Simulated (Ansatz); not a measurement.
## Sr under changes of volume

One of the cells (56.319 Å³/atom); the others are scaled copies at fixed shape and fractional positions:

```
CELL_PARAMETERS angstrom
0.00000 3.04235 3.04235
3.04235 0.00000 3.04235
3.04235 3.04235 0.00000
ATOMIC_POSITIONS crystal
Sr 0.00000 0.00000 0.00000
```

| Property | Result |
| --- | --- |
| Program | Ansatz 0.2.0 |
| Functional | PBE |
| Potentials or basis | JTH PAW |
| Cutoff | 690 eV (not typed: the program's choice for these potentials) |
| k mesh | 8 × 8 × 8 |
| Occupations | fermi-dirac, width 0.05 eV |
| Spin | no spin polarisation |

```tsv
volume (Å³/atom)	energy over the lowest point (meV/atom)	pressure (GPa)
52.940	1.56	0.4
54.067	0.00	0.1
55.193	0.21	-0.1
56.319	2.04	-0.3
57.446	5.33	-0.5
58.572	9.95	-0.7
59.698	?	?
```

Q: What does the run at 59.698 Å³/atom give?

A: Energy over the lowest point 15.77 meV/atom; pressure -0.9 GPa.

Worked out: A Birch-Murnaghan fit of order 3 (a polynomial in V^(-2/3)) to the other rows has its minimum at 54.48 Å³/atom with B0 = V·E''(V) = 11.8 GPa and B' = 3.7. It gives 15.78 meV/atom at 59.698 Å³/atom, against the run's 15.77, and -dE/dV = -0.9 GPa, against -0.9.

Energies are extrapolated to zero smearing.
